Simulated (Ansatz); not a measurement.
Mercury, alpha-Hg (rhombohedral): convergence with the plane-wave cutoff

Computed with Ansatz, PBE, scalar-relativistic PAW, on the relaxed cell (a = 4.157 Å, c = 5.924 Å (c/a = 1.425); spin not included). Errors count from a run at 420 eV on a Γ-centred 17×17×17 mesh with Fermi-Dirac smearing of 0.1 eV, extrapolated to zero width. Fixed here: mesh 10×10×10, Fermi-Dirac width 0.1 eV. The pressure holds a Pulay correction and is unreliable far below the recommended cutoff. The SCF starts from atomic densities corrected by a trained network.

```tsv
cutoff (eV)	E(σ→0) error (meV/atom)	P (GPa)	SCF iterations
150	58153.3	-14.28	7
200	10291.2	8.34	7
250	1352.1	-0.52	6
300	112.0	-0.06	6
350	-3.7	-0.07	6
420	-7.9	-0.08	6
500	-9.6	-0.08	6
800	-9.9	-0.08	6
```

Problem. What does the run at 600 give (cutoff)?

Solution. E(σ→0) error (meV/atom): -9.8; P (GPa): -0.08; SCF iterations: 6.

Within 5 meV/atom of the last row: from 420 eV on.
